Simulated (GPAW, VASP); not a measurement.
Given: the input of a run of VASP 6.6.1 on MnO. 

INCAR

```
SYSTEM = MnO
PREC = Accurate
ENCUT = 520
EDIFF = 1E-6
ISMEAR = -1
SIGMA = 0.05
LREAL = .False.
LASPH = .True.
NELM = 150
ALGO = Normal
ISIF = 2
LWAVE = .False.
LCHARG = .False.
ISPIN = 2
MAGMOM = 4 0
LORBIT = 11
LMAXMIX = 4
LDAU = .True.
LDAUTYPE = 2
LDAUL = 2 -1
LDAUU = 2 0
LDAUJ = 0 0
LDAUPRINT = 1
METAGGA = R2SCAN
LMIXTAU = .True.
```

The input KPOINTS:

```
regular mesh
0
Gamma
  7 7 7
  0 0 0
```

POSCAR

```
MnO
1.0
    0.0000000000      2.2220003300      2.2220003300
    2.2220003300      0.0000000000      2.2220003300
    2.2220003300      2.2220003300      0.0000000000
Mn O
1 1
Direct
    0.0000000000      0.0000000000      0.0000000000
    0.5000000000      0.5000000000      0.5000000000
```

Potentials or basis: VASP PAW PBE potentials, release 64 (Mn_pv, O).

Run with:

```sh
$ cat potpaw_PBE.64/Mn_pv/POTCAR potpaw_PBE.64/O/POTCAR > POTCAR
$ mpirun -np 1 vasp_std > vasp.out
```

Question: Translate it to GPAW 26.7.0 (ASE script). Potentials or basis there: GPAW PAW data sets (gpaw-data 1.2.1), cutoff 800 eV.

Answer: As run (cutoffs and basis follow the program's own potentials, and thresholds, step limits or extra output files can differ):

File run.py:

```python
from ase.dft.bandgap import bandgap
from ase.io import read, write
from ase.units import GPa
from gpaw import GPAW, PW

atoms = read('POSCAR')
atoms.set_initial_magnetic_moments([4.0, 0.0])

calc = GPAW(mode=PW(800),
            xc='MGGA_X_R2SCAN+MGGA_C_R2SCAN',
            kpts={'size': (7, 7, 7), 'gamma': True},
            occupations={'name': 'fermi-dirac', 'width': 0.05},
            setups={'Mn': ':d,2.0'},
            nbands=21,
            convergence={'density': 1e-05, 'energy': 1e-05},
            maxiter=150,
            txt='gpaw.txt')
atoms.calc = calc
energy = atoms.get_potential_energy()
forces = atoms.get_forces()
stress = atoms.get_stress()
calc.write('gs.gpw')
write('result.traj', atoms)
print(f'Energy: {energy:.6f} eV')
print('Forces (eV/A):')
print(forces.round(4))
print('Stress (GPa):', (stress / GPa).round(3))
print('Moments:', calc.get_magnetic_moments().round(3))
print('Fermi level:', round(calc.get_fermi_level(), 4), 'eV')
print(f'Gap: {bandgap(calc)[0]:.4f} eV, direct: {bandgap(calc, direct=True)[0]:.4f} eV')
```

The input POSCAR:

```
MnO
1.0
    0.0000000000      2.2220003300      2.2220003300
    2.2220003300      0.0000000000      2.2220003300
    2.2220003300      2.2220003300      0.0000000000
Mn O
1 1
Direct
    0.0000000000      0.0000000000      0.0000000000
    0.5000000000      0.5000000000      0.5000000000
```

Potentials or basis: GPAW PAW data sets (gpaw-data 1.2.1), pw.

Run with:

```console
$ OMP_NUM_THREADS=1 python run.py
```

Both were run:

|  | VASP | GPAW |
| --- | --- | --- |
| Pressure | 2.4 GPa | 5.4 GPa |
| Net moment | 5.00 μB per cell | 5.00 μB per cell |

The potentials hold 19 and 21 valence electrons a cell.

VASP's potentials were made for PBE. GPAW's potentials were made for PBE.

The magnetic state is the one that the start led to; the real crystal's order can differ.

The two runs disagree by more than potentials and bases usually give (in gap, levels, pressure or energy); the cause wasn't traced.

How U acts hangs on each program's projectors.

Pressure is positive in compression.
